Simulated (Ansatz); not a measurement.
# Ti3Al: relaxation of cell and atoms with PBEsol

Ti3Al:

```
Ti Al
1.0
     2.92754    0.00000    0.00000
    -1.46377    2.53533    0.00000
     0.00000    0.00000    9.22636
Ti Al
3 1
Direct
  0.33333 0.66667 0.24941
  0.33333 0.66667 0.75059
  0.66667 0.33333 0.00000
  0.66667 0.33333 0.50000
```

The cell comes from a database or a generator and needn't be the stable form of this composition.

```
Program             : Ansatz 0.2.0
Task                : relaxation of cell and atoms
Functional          : PBEsol
Potentials or basis : all-electron LAPW, scalar-relativistic
Basis error allowed : 0.002 eV/atom
k mesh              : 10 × 10 × 3
Occupations         : fermi-dirac, width 0.05 eV
Spin                : no spin polarisation
```

- Relaxed volume: 16.60 Å³/atom
- Relaxed cell: a = 2.895 Å, b = 2.895 Å, c = 9.145 Å, α = 90.00°, β = 90.00°, γ = 120.00°
- Space group after relaxing (to 0.05 Å): P-6m2 (No. 187)
- Energy gained by relaxing: 5.9 meV/atom
- Ionic steps: 4
- Pressure after relaxing: 0.0 GPa

The path:
```tsv
step	energy change (eV)	largest force (eV/Å)	volume (Å³)
1	0.0000	0.0801	68.48
2	-0.0237	0.0118	66.48
3	-0.0237	0.0009	66.38
4	-0.0237	0.0008	66.38
```

Final structure:
```xyz
4
Lattice="2.8951 0.0000 0.0000 -1.4476 2.5072 0.0000 0.0000 0.0000 9.1450" Properties=species:S:1:pos:R:3 pbc="T T T"
Ti    0.0000    1.6715    2.2741
Ti    0.0000    1.6715    6.8710
Ti    1.4476    0.8357    0.0000
Al    1.4476    0.8357    4.5725
```

Wall time 47 s on 2 threads of Arm Neoverse V2 (shared host), peak memory 0.35 GiB.
